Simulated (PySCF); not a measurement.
## trifluoromethane: calculation against experiment

**Measured values to compare with.**

NIST CCCBDB Release 22 (SRD 101), experimental dipoles lists, for the gas: dipole moment (microwave Stark effect, vibrational ground state) 1.645 ± 0.009 D.

NIST CCCBDB Release 22 (SRD 101), experimental polarizabilities lists, for the gas: mean polarisability 2.801 Å³.

How close the calculation comes is told at the end.

Trifluoromethane, CHF3.
SMILES with atom numbers: `[F:1][CH:2]([F:3])[F:4]` (hydrogens: H5 on C2)

Geometry (GFN2-xTB, Å), atoms numbered from 1 in this order:
```xyz
5
CHF3 angstrom
F     -0.902   -0.816   -0.481
C      0.005   -0.008    0.054
F      1.178   -0.257   -0.516
F     -0.337    1.246   -0.220
H      0.065   -0.163    1.146
```

The PySCF runs (gas phase, on this GFN2-xTB geometry; no spin–orbit coupling):

```json
{"level": "CAM-B3LYP/def2-SVPD", "job": "8 singlets by full TDDFT, 3 Tamm–Dancoff triplets, polarisability", "basis functions": "97", "wall time": "4.0 s"}
```

Hardware: an x86-64 server with one thread, no GPU, on a shared host.

## Comparison

**Dipole moment.** Measured: 1.645 D (NIST CCCBDB Release 22 (SRD 101), experimental dipoles).

| level | computed (D) | computed − measured (D) | % (from the printed values) |
| --- | --- | --- | --- |
| CAM-B3LYP/def2-SVPD | 1.667 | +0.022 | +1 |

The computed dipoles belong to one fixed geometry; measured ones are averaged over vibrations unless marked μe. Magnitudes are compared, not signs.

**Mean polarisability.** Measured: 2.801 Å³ (NIST CCCBDB Release 22 (SRD 101), experimental polarizabilities).

```
              level  computed (Å³)  computed − measured (Å³)  % (from the printed values)
CAM-B3LYP/def2-SVPD          2.712                    -0.089                           -3
```

The computed values are static and purely electronic, with core orbitals frozen in the response (1 au = 0.148185 Å³). The table of measured values doesn't say here whether a value is static or optical, or holds a vibrational part.

The geometry is computed, not the measured one. Where a level misses, the cause wasn't examined.
